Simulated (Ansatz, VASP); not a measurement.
## NaF: VASP beside Ansatz

```
CELL_PARAMETERS angstrom
0.00000 2.32330 2.39300
2.32330 0.00000 2.39300
2.32330 2.32330 0.00000
ATOMIC_POSITIONS crystal
Na 0.00000 0.00000 0.00000
F 0.50000 0.50000 0.50000
```

Change from the starting cell: strain +0.000 along x and y, +0.030 along z, atoms carried along.

Alike in both runs: task single point; functional PBE; k mesh 8 × 8 × 8; occupations gaussian, width 0.05 eV; no spin polarisation.

```csv
,VASP,Ansatz
version,VASP 6.6.1,Ansatz 0.2.0
potentials or method,"VASP PAW PBE potentials, release 64 (Na_pv, F)","scalar-relativistic, plane waves, PAW"
plane-wave cutoff (eV),520,420
valence electrons in the cell,14,16
```

|  | VASP | Ansatz | Ansatz less VASP |
| --- | --- | --- | --- |
| gap on the k mesh at the Fermi level (eV) | 6.10 | 6.11 | +0.015 |
| least direct gap on the mesh (eV) | 6.10 | 6.11 | +0.015 |
| pressure (GPa) | 0.2 | 0.3 | +0.13 |
| largest component of the traceless stress (GPa) | 1.35 | 1.31 | -0.039 |

With one functional, cell and mesh, what is left measures potentials, basis and numerics. The two sets of potentials don't hold the same shells in valence.
